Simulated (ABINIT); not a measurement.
A run of ABINIT 10.8.3 (patched build) is set up as follows.

File run.abi:

```
ndtset 2

pp_dirpath "./"
pseudos "Sn.GGA_PBE-JTH.xml, O.GGA_PBE-JTH.xml"

acell 7.2068394886 7.2068394886 9.2349277318
rprim
     1.0000000000     0.0000000000     0.0000000000
     0.0000000000     1.0000000000     0.0000000000
     0.0000000000     0.0000000000     1.0000000000
ntypat 2
znucl 50 8
natom 4
typat 1 1 2 2
xred
     0.5000000000     0.0000000000     0.7646261400
     0.0000000000     0.5000000000     0.2353738600
     0.0000000000     0.0000000000     0.0000000000
     0.5000000000     0.5000000000     0.0000000000

ecut 23.0
pawecutdg 45.0
pawxcdev 0

ixc 11

occopt 3
tsmear 0.00183747

nspinor 2
nspden 1
pawspnorb 1

nstep 100

iomode 3
prtwf 0
prteig 0
prtebands 0
prtden1 1

kptopt1 4
ngkpt1 5 5 4
nshiftk1 1
shiftk1 0.0 0.0 0.0
nband1 48
tolvrs1 1.0e-9

iscf2 -2
getden2 1
nband2 60
nbdbuf2 8
tolwfr2 1.0e-11
kptopt2 -7
ndivsm2 5
prteig2 1
prtvol2 -3
kptbounds2
     0.0000000000     0.0000000000     0.0000000000
     0.0000000000     0.5000000000     0.0000000000
     0.5000000000     0.5000000000     0.0000000000
     0.0000000000     0.0000000000     0.0000000000
     0.0000000000     0.0000000000     0.5000000000
     0.0000000000     0.5000000000     0.5000000000
     0.5000000000     0.5000000000     0.5000000000
     0.0000000000     0.0000000000     0.5000000000
```

Potentials or basis: JTH PAW PBE v2.0.

The run is started by

```sh
$ abinit run.abi > log 2>&1
```

Q: Estimate the pressure.

A: 3.2 GPa.

Q: Predict the largest force.

A: 0.356 eV/Å.

Q: Estimate the band gap along the path.

A: 0.15 eV, indirect (least direct gap 1.98 eV).

Forces in eV/Å, atoms in the order of the input:
```
Sn   0.000  0.000 -0.356
Sn   0.000  0.000  0.356
O    0.000  0.000  0.000
O    0.000  0.000  0.000
```
